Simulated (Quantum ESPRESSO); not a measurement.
# ZnS (Wurtzite-4H) (P6_3mc) in Quantum ESPRESSO: a series of runs, part 2 of 2

Quantum ESPRESSO 7.5. The steps go on from the part before.

## 10. Band structure, PBE

The input, pw.in:

```
&CONTROL
  calculation = 'scf'
  prefix = 'pwscf'
  outdir = './tmp'
  pseudo_dir = './pseudo'
  tprnfor = .true.
  tstress = .true.
  disk_io = 'low'
/
&SYSTEM
  ibrav = 0
  nat = 8
  ntyp = 2
  ecutwfc = 55
  ecutrho = 440
  nbnd = 67
  occupations = 'smearing'
  smearing = 'fd'
  degauss = 0.00367493
/
&ELECTRONS
  conv_thr = 1.6d-09
  electron_maxstep = 120
  mixing_beta = 0.5
/
ATOMIC_SPECIES
Zn    65.3800 Zn_pbe_v1.uspp.F.UPF
S     32.0600 s_pbe_v1.4.uspp.F.UPF
CELL_PARAMETERS angstrom
   3.8227000000    0.0000000000    0.0000000000
  -1.9113500000    3.3105553110    0.0000000000
   0.0000000000    0.0000000000   12.5200000000
ATOMIC_POSITIONS angstrom
Zn     1.9113500002    1.1035184369    9.3900000000
Zn    -0.0000000002    2.2070368741    3.1300000000
Zn     0.0000000000    0.0000000000    6.2600000000
Zn     0.0000000000    0.0000000000    0.0000000000
S      1.9113500002    1.1035184369   11.7375000000
S     -0.0000000002    2.2070368741    5.4775000000
S      0.0000000000    0.0000000000    8.6075000000
S      0.0000000000    0.0000000000    2.3475000000
K_POINTS automatic
8 8 3 0 0 0
```

The input, bands.in:

```
&CONTROL
  calculation = 'bands'
  prefix = 'pwscf'
  outdir = './tmp'
  pseudo_dir = './pseudo'
  disk_io = 'low'
  verbosity = 'high'
/
&SYSTEM
  ibrav = 0
  nat = 8
  ntyp = 2
  ecutwfc = 55
  ecutrho = 440
  nbnd = 67
  occupations = 'smearing'
  smearing = 'fd'
  degauss = 0.00367493
/
&ELECTRONS
  conv_thr = 1d-08
  electron_maxstep = 120
  mixing_beta = 0.5
  diago_full_acc = .true.
/
ATOMIC_SPECIES
Zn    65.3800 Zn_pbe_v1.uspp.F.UPF
S     32.0600 s_pbe_v1.4.uspp.F.UPF
CELL_PARAMETERS angstrom
   3.8227000000    0.0000000000    0.0000000000
  -1.9113500000    3.3105553110    0.0000000000
   0.0000000000    0.0000000000   12.5200000000
ATOMIC_POSITIONS angstrom
Zn     1.9113500002    1.1035184369    9.3900000000
Zn    -0.0000000002    2.2070368741    3.1300000000
Zn     0.0000000000    0.0000000000    6.2600000000
Zn     0.0000000000    0.0000000000    0.0000000000
S      1.9113500002    1.1035184369   11.7375000000
S     -0.0000000002    2.2070368741    5.4775000000
S      0.0000000000    0.0000000000    8.6075000000
S      0.0000000000    0.0000000000    2.3475000000
K_POINTS crystal
60
 0.0000000000  0.0000000000  0.0000000000 1
 0.0555555556  0.0000000000  0.0000000000 1
 0.1111111111  0.0000000000  0.0000000000 1
 0.1666666667  0.0000000000  0.0000000000 1
 0.2222222222  0.0000000000  0.0000000000 1
 0.2777777778  0.0000000000  0.0000000000 1
 0.3333333333  0.0000000000  0.0000000000 1
 0.3888888889  0.0000000000  0.0000000000 1
 0.4444444444  0.0000000000  0.0000000000 1
 0.5000000000  0.0000000000  0.0000000000 1
 0.4666666667  0.0666666667  0.0000000000 1
 0.4333333333  0.1333333333  0.0000000000 1
 0.4000000000  0.2000000000  0.0000000000 1
 0.3666666667  0.2666666667  0.0000000000 1
 0.3333333333  0.3333333333  0.0000000000 1
 0.3000000000  0.3000000000  0.0000000000 1
 0.2666666667  0.2666666667  0.0000000000 1
 0.2333333333  0.2333333333  0.0000000000 1
 0.2000000000  0.2000000000  0.0000000000 1
 0.1666666667  0.1666666667  0.0000000000 1
 0.1333333333  0.1333333333  0.0000000000 1
 0.1000000000  0.1000000000  0.0000000000 1
 0.0666666667  0.0666666667  0.0000000000 1
 0.0333333333  0.0333333333  0.0000000000 1
 0.0000000000  0.0000000000  0.0000000000 1
 0.0000000000  0.0000000000  0.2500000000 1
 0.0000000000  0.0000000000  0.5000000000 1
 0.0555555556  0.0000000000  0.5000000000 1
 0.1111111111  0.0000000000  0.5000000000 1
 0.1666666667  0.0000000000  0.5000000000 1
 0.2222222222  0.0000000000  0.5000000000 1
 0.2777777778  0.0000000000  0.5000000000 1
 0.3333333333  0.0000000000  0.5000000000 1
 0.3888888889  0.0000000000  0.5000000000 1
 0.4444444444  0.0000000000  0.5000000000 1
 0.5000000000  0.0000000000  0.5000000000 1
 0.4666666667  0.0666666667  0.5000000000 1
 0.4333333333  0.1333333333  0.5000000000 1
 0.4000000000  0.2000000000  0.5000000000 1
 0.3666666667  0.2666666667  0.5000000000 1
 0.3333333333  0.3333333333  0.5000000000 1
 0.3076923077  0.3076923077  0.5000000000 1
 0.2820512821  0.2820512821  0.5000000000 1
 0.2564102564  0.2564102564  0.5000000000 1
 0.2307692308  0.2307692308  0.5000000000 1
 0.2051282051  0.2051282051  0.5000000000 1
 0.1794871795  0.1794871795  0.5000000000 1
 0.1538461538  0.1538461538  0.5000000000 1
 0.1282051282  0.1282051282  0.5000000000 1
 0.1025641026  0.1025641026  0.5000000000 1
 0.0769230769  0.0769230769  0.5000000000 1
 0.0512820513  0.0512820513  0.5000000000 1
 0.0256410256  0.0256410256  0.5000000000 1
 0.0000000000  0.0000000000  0.5000000000 1
 0.5000000000  0.0000000000  0.5000000000 1
 0.5000000000  0.0000000000  0.2500000000 1
 0.5000000000  0.0000000000  0.0000000000 1
 0.3333333333  0.3333333333  0.0000000000 1
 0.3333333333  0.3333333333  0.2500000000 1
 0.3333333333  0.3333333333  0.5000000000 1
```

Potentials or basis: SSSP 1.3 efficiency PBE.

Command:

```bash
> OMP_NUM_THREADS=1 mpirun -n 2 pw.x -nk 2 -in pw.in > pw.out
> OMP_NUM_THREADS=1 mpirun -n 2 pw.x -nk 2 -in bands.in > bands.out
```

It took 6.9 min on 2 MPI ranks of Arm Neoverse V2, shared host; peak memory 0.96 GiB.

Results (log left out):

| Property | Result |
| --- | --- |
| Free energy | -26437.0686 eV |
| Pressure | 1.3 GPa |
| Largest force | 0.043 eV/Å |
| Band gap on the k mesh | 2.12 eV, direct |
| Band gap along the path | 2.12 eV, direct |

Forces in eV/Å, atoms in the order of the input:
```
Zn   0.000  0.000  0.008
Zn   0.000  0.000  0.008
Zn   0.000  0.000  0.022
Zn   0.000  0.000  0.022
S    0.000  0.000  0.013
S    0.000  0.000  0.013
S    0.000  0.000 -0.043
S    0.000  0.000 -0.043
```

Stress tensor (GPa, compression positive):
```
1.39 0.00 0.00
0.00 1.39 0.00
0.00 0.00 1.25
```

Levels at the corners of the path, in eV from the valence-band top:
| point | band 49 | band 50 | band 51 | band 52 | band 53 | band 54 | band 55 | band 56 |
| --- | --- | --- | --- | --- | --- | --- | --- | --- |
| Γ | -0.45 | -0.04 | 0.00 | 0.00 | 2.12 | 3.19 | 3.38 | 3.62 |
| M | -1.59 | -1.57 | -1.10 | -0.87 | 3.31 | 3.37 | 3.77 | 4.35 |
| K | -2.28 | -1.75 | -1.75 | -1.32 | 4.50 | 4.92 | 4.92 | 5.25 |
| Γ | -0.45 | -0.04 | 0.00 | 0.00 | 2.12 | 3.19 | 3.38 | 3.62 |
| A | -0.14 | -0.14 | -0.14 | -0.14 | 2.98 | 2.98 | 3.31 | 3.31 |
| L | -1.50 | -1.50 | -1.10 | -1.10 | 3.69 | 3.69 | 4.02 | 4.02 |
| H | -1.79 | -1.79 | -1.60 | -1.60 | 4.38 | 4.38 | 5.19 | 5.19 |
| A | -0.14 | -0.14 | -0.14 | -0.14 | 2.98 | 2.98 | 3.31 | 3.31 |
| L | -1.50 | -1.50 | -1.10 | -1.10 | 3.69 | 3.69 | 4.02 | 4.02 |
| M | -1.59 | -1.57 | -1.10 | -0.87 | 3.31 | 3.37 | 3.77 | 4.35 |
| K | -2.28 | -1.75 | -1.75 | -1.32 | 4.50 | 4.92 | 4.92 | 5.25 |
| H | -1.79 | -1.79 | -1.60 | -1.60 | 4.38 | 4.38 | 5.19 | 5.19 |

## 11. How close it comes

Step 10. Measured gap of ZnS: 3.911 eV (direct; 4 K; a printed reference work, monograph). This calculation gives 2.12 eV (-1.79 eV). The value is that of PBE, without temperature or zero-point motion. Semilocal functionals fall short of measured gaps as a rule.
